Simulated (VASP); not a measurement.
# SnH2 (Fm-3m) in VASP: further runs

One crystal, SnH2, is run at these levels: PBE, r2SCAN; tasks: single point.

All numbers are computed with VASP 6.6.1; they aren't measurements. Logs are shortened: lines on timing, memory, paths and dates and some standing lists are left out, and cuts for length are marked.

**1. The structure**

Symmetry: Fm-3m, No. 225, cubic system. Conventional cell: a = 5.309 Å, b = 5.309 Å, c = 5.309 Å, α = 90.00°, β = 90.00°, γ = 90.00°. Sn (site symmetry m-3m) is surrounded by 8 H at 2.30 Å. Around H (site symmetry -43m) lie 4 Sn at 2.30 Å.

The cell was built by a generator and needn't be a form met in nature.

**2. Single point, PBE**

The input, INCAR:

```
SYSTEM = SnH2
PREC = Accurate
ENCUT = 520
EDIFF = 1E-6
ISMEAR = -1
SIGMA = 0.02
LREAL = .FALSE.
LASPH = .TRUE.
NELM = 100
ALGO = Normal
ISIF = 2
LWAVE = .FALSE.
LCHARG = .TRUE.
GGA = PE
LELF = .TRUE.
LVHAR = .TRUE.
NBANDS = 15
```

The input, KPOINTS:

```
regular mesh
0
G
  8 8 8
  0 0 0
```

The input, POSCAR:

```
SnH2
1.0
    0.0000000000      2.6545080103      2.6545080103
    2.6545080103      0.0000000000      2.6545080103
    2.6545080103      2.6545080103      0.0000000000
Sn H
1 2
Direct
    0.0000000000      0.0000000000      0.0000000000
    0.2500000000      0.2500000000      0.2500000000
    0.7500000000      0.7500000000      0.7500000000
```

Potentials or basis: VASP PAW PBE potentials, release 64 (Sn_d, H).

Run with:

```sh
cat potpaw_PBE.64/Sn_d/POTCAR potpaw_PBE.64/H/POTCAR > POTCAR
mpirun -np 1 vasp_std > vasp.out
```

OUTCAR:

```text
SYSTEM = SnH2
   PREC = Accurate
   ENCUT = 520
   EDIFF = 1E-6
   ISMEAR = -1
   LREAL = .FALSE.
   LASPH = .TRUE.
   NELM = 100
   ISIF = 2
   GGA = PE

 ion  position               nearest neighbor table
   1  0.000  0.000  0.000-   3 2.30   3 2.30   3 2.30   2 2.30   3 2.30   2 2.30   2 2.30   2 2.30

   2  0.250  0.250  0.250-   1 2.30   1 2.30   1 2.30   1 2.30
   3  0.750  0.750  0.750-   1 2.30   1 2.30   1 2.30   1 2.30

  LATTYP: Found a face centered cubic cell.
 ALAT       =     5.3090160206

  Lattice vectors:

 A1 = (   0.0000000000,   2.6545080103,   2.6545080103)
 A2 = (   2.6545080103,   0.0000000000,   2.6545080103)
 A3 = (   2.6545080103,   2.6545080103,   0.0000000000)

Analysis of symmetry for initial positions (statically):
=====================================================================
 Subroutine PRICEL returns:
 Original cell was already a primitive cell.

 Routine SETGRP: Setting up the symmetry group for a
 face centered cubic supercell.

 Subroutine GETGRP returns: Found 48 space group operations
 (whereof 48 operations were pure point group operations)
 out of a pool of 48 trial point group operations.

The static configuration has the point symmetry O_h .

Analysis of symmetry for dynamics (positions and initial velocities):
=====================================================================
 Subroutine PRICEL returns:
 Original cell was already a primitive cell.

 Routine SETGRP: Setting up the symmetry group for a
 face centered cubic supercell.

 Subroutine GETGRP returns: Found 48 space group operations
 (whereof 48 operations were pure point group operations)
 out of a pool of 48 trial point group operations.

The dynamic configuration has the point symmetry O_h .

 Subroutine INISYM returns: Found 48 space group operations
 (whereof 48 operations are pure point group operations),
 and found     1 'primitive' translations

----------------------------------------------------------------------------------------

                                     Primitive cell

  volume of cell :      37.4095

  direct lattice vectors                    reciprocal lattice vectors
     0.000000000  2.654508010  2.654508010    -0.188358821  0.188358821  0.188358821
     2.654508010  0.000000000  2.654508010     0.188358821 -0.188358821  0.188358821
     2.654508010  2.654508010  0.000000000     0.188358821  0.188358821 -0.188358821

  length of vectors
     3.754041230  3.754041230  3.754041230     0.326247049  0.326247049  0.326247049

  position of ions in fractional coordinates (direct lattice)
     0.000000000  0.000000000  0.000000000
     0.250000000  0.250000000  0.250000000
     0.750000000  0.750000000  0.750000000

  ion indices of the primitive-cell ions
   primitive index   ion index
                 1           1
                 2           2
                 3           3

----------------------------------------------------------------------------------------

 KPOINTS: regular mesh

Automatic generation of k-mesh.
 Grid dimensions read from file:
 generate k-points for:    8    8    8

 Generating k-lattice:

  Cartesian coordinates                     Fractional coordinates (reciprocal lattice)
    -0.023544853  0.023544853  0.023544853     0.125000000  0.000000000  0.000000000
     0.023544853 -0.023544853  0.023544853     0.000000000  0.125000000  0.000000000
     0.023544853  0.023544853 -0.023544853     0.000000000  0.000000000  0.125000000

  Length of vectors
     0.040780881  0.040780881  0.040780881

  Shift w.r.t. Gamma in fractional coordinates (k-lattice)
     0.000000000  0.000000000  0.000000000

 Subroutine IBZKPT returns following result:
 ===========================================

 Found     29 irreducible k-points:

 Following reciprocal coordinates:
            Coordinates               Weight
  0.000000  0.000000  0.000000      1.000000
  0.125000  0.000000  0.000000      8.000000
  0.250000  0.000000  0.000000      8.000000
  0.375000  0.000000  0.000000      8.000000
  0.500000  0.000000  0.000000      4.000000
  0.125000  0.125000  0.000000      6.000000
[... 16 lines left out ...]
  0.500000  0.250000  0.125000     48.000000
 -0.375000  0.250000  0.125000     24.000000
 [... further k-points ...]
   k-points           NKPTS =     29   k-points in BZ     NKDIM =     29   number of bands    NBANDS=     15
   number of dos      NEDOS =    301   number of ions     NIONS =      3
   total plane-waves  NPLWV =  21952
   dimension x,y,z NGX =    28 NGY =   28 NGZ =   28
   dimension x,y,z NGXF=    56 NGYF=   56 NGZF=   56
   ions per type =               1   2
   NGX,Y,Z   is equivalent  to a cutoff of  12.40, 12.40, 12.40 a.u.
   NGXF,Y,Z  is equivalent  to a cutoff of  24.80, 24.80, 24.80 a.u.
 SYSTEM =  SnH2
   PREC   = accura    normal or accurate (medium, high low for compatibility)
   ISTART =      0    job   : 0-new  1-cont  2-samecut
   ICHARG =      2    charge: 1-file 2-atom 10-const
   ISPIN  =      1    spin polarized calculation?
   LNONCOLLINEAR =      F non collinear calculations
   LSORBIT =      F    spin-orbit coupling
   LASPH  =      T    aspherical Exc in radial PAW
   ENCUT  =  520.0 eV  38.22 Ry    6.18 a.u.   6.98  6.98  6.98*2*pi/ulx,y,z
   NELM   =    100;   NELMIN=  2; NELMDL= -5     # of ELM steps
   EDIFF  = 0.1E-05   stopping-criterion for ELM
   LREAL  =      F    real-space projection
   EDIFFG = 0.1E-04   stopping-criterion for IOM
   NSW    =      0    number of steps for IOM
   IBRION =     -1    ionic relax: 0-MD 1-quasi-New 2-CG
   NFREE  =      0    steps in history (QN), initial steepest desc. (CG)
   ISIF   =      2    stress and relaxation
   ISYM   =      2    0-nonsym 1-usesym 2-fastsym
   POTIM  = 0.5000    time-step for ionic-motion
   TEBEG  =    0.0;   TEEND  =   0.0 temperature during run
   PSTRESS=    0.0 pullay stress
   NELECT =      16.0000    total number of electrons
   NUPDOWN=      -1.0000    fix difference up-down
   EMIN   =  10.00;   EMAX   =-10.00  energy-range for DOS
   EFERMI =   0.00;   METHOD = LEGACY
   ISMEAR =    -1;   SIGMA  =   0.02  broadening in eV -4-tet -1-fermi 0-gaus
   EFERMI_NEDOS =   21; number of points for ismear=-14 and -15
   IALGO  =     38    algorithm
   IMIX   =      4    mixing-type and parameters
     AMIX     =   0.40;   BMIX     =  1.00
     AMIX_MAG =   1.60;   BMIX_MAG =  1.00
  volume/ion in A,a.u.               =      12.47        84.15
  Fermi-wavevector in a.u.,A,eV,Ry     =   1.233448  2.330878 20.699816  1.521394
  Thomas-Fermi vector in A             =   2.368178
   LORBIT       =      0    0 simple, 1 ext, 2 COOP (PROOUT), +10 PAW based schemes
   GGA     = PE    functional components
   LHFCALC =     F    Hartree Fock is set to
   AEXX    =    0.0000 exact exchange contribution
   IVDW    =     0    specifies the selected vdW correction
   LEPSILON=     F    determine dielectric tensor
   LRPA    =     F    only Hartree local field effects (RPA)
 non-spin polarized calculation
  energy-cutoff  :      520.00
  volume of cell :       37.41
 maximum number of plane-waves:      1036
   NGX = 13   NGY = 13   NGZ = 13

 number of electron      15.9999996 magnetization

 Free energy of the ion-electron system (eV)
  ---------------------------------------------------
  ext. energy  EPLUGINS =         0.00000000
  ---------------------------------------------------
  free energy    TOTEN  =        -9.05299554 eV

  energy without entropy =       -9.05188066  energy(sigma->0) =       -9.05243810

 E-fermi :   6.2117     XC(G=0):  -9.7521

 val. band max:        5.8460867276   @ k =  -0.3750   0.3750   0.1250
 cond. band min:       6.2416673556   @ k =  -0.2500   0.3750   0.1250
 fundamental gap:      0.3955806281
 Fermi energy:         6.2117225687

 k-point     1 :       0.0000    0.0000    0.0000
  band No.  band energies     occupation
      1     -15.7554      2.00000
      2     -15.7554      2.00000
      3     -15.7554      2.00000
      4     -15.7277      2.00000
      5     -15.7277      2.00000
      6      -5.5349      2.00000
      7       5.0878      2.00000
      8      10.6467      0.00000
      9      10.6467      0.00000
     10      10.6467      0.00000
     11      11.2622      0.00000
     12      14.0970      0.00000
     13      14.0970      0.00000
     14      14.0970      0.00000
     15      17.0168      0.00000

 k-point     2 :       0.1250    0.0000    0.0000
  band No.  band energies     occupation
      1     -15.7568      2.00000
      2     -15.7510      2.00000
      3     -15.7510      2.00000
      4     -15.7271      2.00000
      5     -15.7271      2.00000
      6      -5.2894      2.00000
      7       4.7490      2.00000
      8       8.3818      0.00000
      9      10.2773      0.00000
     10      10.2773      0.00000
     11      11.7342      0.00000
     12      14.6514      0.00000
     13      14.6514      0.00000
     14      15.8804      0.00000
     15      16.8170      0.00000

 k-point     3 :       0.2500    0.0000    0.0000
  band No.  band energies     occupation
      1     -15.7604      2.00000
      2     -15.7477      2.00000
      3     -15.7477      2.00000
      4     -15.7183      2.00000
      5     -15.7183      2.00000
      6      -4.5557      2.00000
      7       3.2060      2.00000
      8       6.9310      0.00000
      9       9.6630      0.00000
     10       9.6630      0.00000
     11      11.0685      0.00000
     12      14.7543      0.00000
     13      14.7543      0.00000
     14      16.6981      0.00000
     15      17.4456      0.00000
[... 343 lines left out ...]
 k-point    23 :       0.5000    0.2500    0.1250
  band No.  band energies     occupation
      1     -15.7640      2.00000
      2     -15.7498      2.00000
      3     -15.7316      2.00000
      4     -15.7144      2.00000
      5     -15.7014      2.00000
      6      -2.7306      2.00000
      7       1.4001      2.00000
      8       3.7484      2.00000
      9       7.2830      0.00000
     10       9.7645      0.00000
     11      11.2107      0.00000
     12      14.5784      0.00000
     13      16.8844      0.00000
     14      17.7289      0.00000
     15      19.9642      0.00000

 k-point    24 :      -0.3750    0.2500    0.1250
  band No.  band energies     occupation
      1     -15.7567      2.00000
      2     -15.7552      2.00000
      3     -15.7291      2.00000
      4     -15.7163      2.00000
      5     -15.6974      2.00000
      6      -1.6371      2.00000
      7      -0.0716      2.00000
      8       3.6082      2.00000
      9       6.9612      0.00000
     10      10.2224      0.00000
     11      10.6347      0.00000
     12      15.8486      0.00000
     13      16.2365      0.00000
     14      18.5300      0.00000
     15      18.6131      0.00000

 [... further k-points ...]
[... 5 lines left out ...]
  --------------------------------------------------------------------------------------
  -------------------------------------------------------------------------------------
  Total        0.2743032      0.2743032      0.2743032      0.0000000      0.0000000     -0.0000000
  in kB       11.7478768     11.7478768     11.7478768      0.0000000      0.0000000     -0.0000000
  external PRESSURE =      11.7478768 kB  Pullay stress =       0.0000000 kB

 VOLUME and BASIS-vectors are now :
 -----------------------------------------------------------------------------
  energy-cutoff  :      520.00
  volume of cell :       37.41
      direct lattice vectors                 reciprocal lattice vectors
     0.000000000  2.654508010  2.654508010    -0.188358821  0.188358821  0.188358821
     2.654508010  0.000000000  2.654508010     0.188358821 -0.188358821  0.188358821
     2.654508010  2.654508010  0.000000000     0.188358821  0.188358821 -0.188358821

 POSITION                                       TOTAL-FORCE (eV/Angst)
 -----------------------------------------------------------------------------------
      0.00000      0.00000      0.00000         0.000000      0.000000     -0.000000
      1.32725      1.32725      1.32725        -0.000000     -0.000000      0.000000
      3.98176      3.98176      3.98176         0.000000     -0.000000     -0.000000
 -----------------------------------------------------------------------------------
    total drift:                               -0.000000     -0.000000      0.000000

  FREE ENERGIE OF THE ION-ELECTRON SYSTEM (eV)
  ---------------------------------------------------
  free  energy   TOTEN  =        -9.0529955381 eV

  energy  without entropy=       -9.0518806584  energy(sigma->0) =       -9.05243810
```

Wall time 20 s (1 thread of Intel Xeon Platinum 8488C (Sapphire Rapids), shared host); peak memory 0.16 GiB.

What came out:

```yaml
Free_energy: -9.0530 eV
Pressure: 1.2 GPa
Band_gap_on_the_k_mesh: none (metal or under the smearing width)
```

**3. Single point, r2SCAN**

POSCAR is that of step 2.

The input, INCAR.step1:

```
SYSTEM = SnH2
  PREC = Accurate
  ENCUT = 520
  ISMEAR = -1
  SIGMA = 0.02
  LREAL = .FALSE.
  LASPH = .TRUE.
  NELM = 60
  NBANDS = 15
  GGA = PE
  ALGO = Normal
  EDIFF = 1E-4
  LWAVE = .TRUE.
  LCHARG = .FALSE.
```

The input, INCAR.step2:

```
SYSTEM = SnH2
  PREC = Accurate
  ENCUT = 520
  EDIFF = 1E-7
  ISMEAR = -1
  SIGMA = 0.02
  LREAL = .FALSE.
  LASPH = .TRUE.
  NELM = 60
  ALGO = Normal
  ISIF = 2
  LWAVE = .FALSE.
  LCHARG = .FALSE.
  METAGGA = R2SCAN
  LMIXTAU = .TRUE.
  NBANDS = 15
  ISTART = 1
```

KPOINTS is that of step 2.

Potentials or basis: VASP PAW PBE potentials, release 64 (Sn_d, H).

Run with:

```sh
cat potpaw_PBE.64/Sn_d/POTCAR potpaw_PBE.64/H/POTCAR > POTCAR
cp INCAR.step1 INCAR
mpirun -np 1 vasp_std > vasp.out
cp INCAR.step2 INCAR
mpirun -np 1 vasp_std > vasp.out
```

OUTCAR:

```text
SYSTEM = SnH2
   PREC = Accurate
   ENCUT = 520
   EDIFF = 1E-7
   ISMEAR = -1
   LREAL = .FALSE.
   LASPH = .TRUE.
   NELM = 60
   ISIF = 2
   METAGGA = R2SCAN
   ISTART = 1

 ion  position               nearest neighbor table
   1  0.000  0.000  0.000-   3 2.30   3 2.30   3 2.30   2 2.30   3 2.30   2 2.30   2 2.30   2 2.30

   2  0.250  0.250  0.250-   1 2.30   1 2.30   1 2.30   1 2.30
   3  0.750  0.750  0.750-   1 2.30   1 2.30   1 2.30   1 2.30

  LATTYP: Found a face centered cubic cell.
 ALAT       =     5.3090160206

  Lattice vectors:

 A1 = (   0.0000000000,   2.6545080103,   2.6545080103)
 A2 = (   2.6545080103,   0.0000000000,   2.6545080103)
 A3 = (   2.6545080103,   2.6545080103,   0.0000000000)

Analysis of symmetry for initial positions (statically):
=====================================================================
 Subroutine PRICEL returns:
 Original cell was already a primitive cell.

 Routine SETGRP: Setting up the symmetry group for a
 face centered cubic supercell.

 Subroutine GETGRP returns: Found 48 space group operations
 (whereof 48 operations were pure point group operations)
 out of a pool of 48 trial point group operations.

[... 174 lines left out ...]
      2     -16.5313      2.00000
      3     -16.5313      2.00000
      4     -16.4959      2.00000
      5     -16.4959      2.00000
      6      -6.0967      2.00000
      7       4.8637      2.00000
      8      10.8612      0.00000
      9      10.8612      0.00000
     10      10.8612      0.00000
     11      11.6750      0.00000
     12      14.4454      0.00000
     13      14.4454      0.00000
     14      14.4454      0.00000
[... 401 lines left out ...]
      2     -16.5284      2.00000
      3     -16.4997      2.00000
      4     -16.4873      2.00000
      5     -16.4683      2.00000
      6      -1.9950      2.00000
      7      -0.4623      2.00000
      8       3.4671      2.00000
      9       7.0321      0.00000
     10      10.4298      0.00000
     11      10.8575      0.00000
     12      16.3296      0.00000
     13      16.7337      0.00000
     14      19.1479      0.00000
     15      19.1795      0.00000

 [... further k-points ...]
[... 5 lines left out ...]
  --------------------------------------------------------------------------------------
  -------------------------------------------------------------------------------------
  Total       -0.0200205     -0.0200205     -0.0200205     -0.0000000      0.0000000     -0.0000000
  in kB       -0.8574403     -0.8574403     -0.8574403     -0.0000000      0.0000000     -0.0000000
  external PRESSURE =      -0.8574403 kB  Pullay stress =       0.0000000 kB

 VOLUME and BASIS-vectors are now :
 -----------------------------------------------------------------------------
  energy-cutoff  :      520.00
  volume of cell :       37.41
      direct lattice vectors                 reciprocal lattice vectors
     0.000000000  2.654508010  2.654508010    -0.188358821  0.188358821  0.188358821
     2.654508010  0.000000000  2.654508010     0.188358821 -0.188358821  0.188358821
     2.654508010  2.654508010  0.000000000     0.188358821  0.188358821 -0.188358821

 POSITION                                       TOTAL-FORCE (eV/Angst)
 -----------------------------------------------------------------------------------
      0.00000      0.00000      0.00000         0.000000      0.000000      0.000000
      1.32725      1.32725      1.32725         0.000000      0.000000      0.000000
      3.98176      3.98176      3.98176        -0.000000     -0.000000     -0.000000
 -----------------------------------------------------------------------------------
    total drift:                               -0.000000     -0.000000      0.000000

  FREE ENERGIE OF THE ION-ELECTRON SYSTEM (eV)
  ---------------------------------------------------
  free  energy   TOTEN  =       -29.8877855118 eV

  energy  without entropy=      -29.8866766078  energy(sigma->0) =      -29.88723106
```

OUTCAR.step1:

```text
SYSTEM = SnH2
   PREC = Accurate
   ENCUT = 520
   ISMEAR = -1
   LREAL = .FALSE.
   LASPH = .TRUE.
   NELM = 60
[... 656 lines left out ...]
      0.00000      0.00000      0.00000         0.000000      0.000000      0.000000
      1.32725      1.32725      1.32725         0.000000      0.000000      0.000000
      3.98176      3.98176      3.98176        -0.000000     -0.000000     -0.000000
 -----------------------------------------------------------------------------------
    total drift:                               -0.000000     -0.000000      0.000000

  FREE ENERGIE OF THE ION-ELECTRON SYSTEM (eV)
  ---------------------------------------------------
  free  energy   TOTEN  =        -9.0529912007 eV

  energy  without entropy=       -9.0518770457  energy(sigma->0) =       -9.05243412
```

OSZICAR.step1:

```text
N       E                     dE             d eps       ncg     rms          rms(c)
DAV:   1     0.905659915121E+02    0.90566E+02   -0.79958E+03   898   0.147E+03
DAV:   2    -0.210325292842E+01   -0.92669E+02   -0.88398E+02   961   0.349E+02
DAV:   3    -0.927980530201E+01   -0.71766E+01   -0.71519E+01  1101   0.771E+01
DAV:   4    -0.944672989884E+01   -0.16692E+00   -0.16690E+00  1038   0.125E+01
DAV:   5    -0.945338760184E+01   -0.66577E-02   -0.66576E-02  1233   0.231E+00    0.349E+00
DAV:   6    -0.912521966363E+01    0.32817E+00   -0.15122E-01  1197   0.454E+00    0.164E+00
DAV:   7    -0.905058819032E+01    0.74631E-01   -0.13512E-01  1117   0.271E+00    0.301E-01
DAV:   8    -0.905264687594E+01   -0.20587E-02   -0.19850E-02  1073   0.165E+00    0.111E-01
DAV:   9    -0.905292937194E+01   -0.28250E-03   -0.48328E-04  1155   0.266E-01    0.573E-02
DAV:  10    -0.905299120067E+01   -0.61829E-04   -0.12009E-04   843   0.122E-01
   1 F= -.90529912E+01 E0= -.90524341E+01  d E =-.111415E-02
```

Run time: 71 s. Hardware: 1 thread of Intel Xeon Platinum 8488C (Sapphire Rapids), shared host; peak memory 0.17 GiB.

Results:

```
Free energy            : -29.8878 eV
Pressure               : -0.1 GPa
Band gap on the k mesh : none (metal or under the smearing width)
```

Caveat: the PAW data sets were made with another functional, which shifts forces and pressure a little.
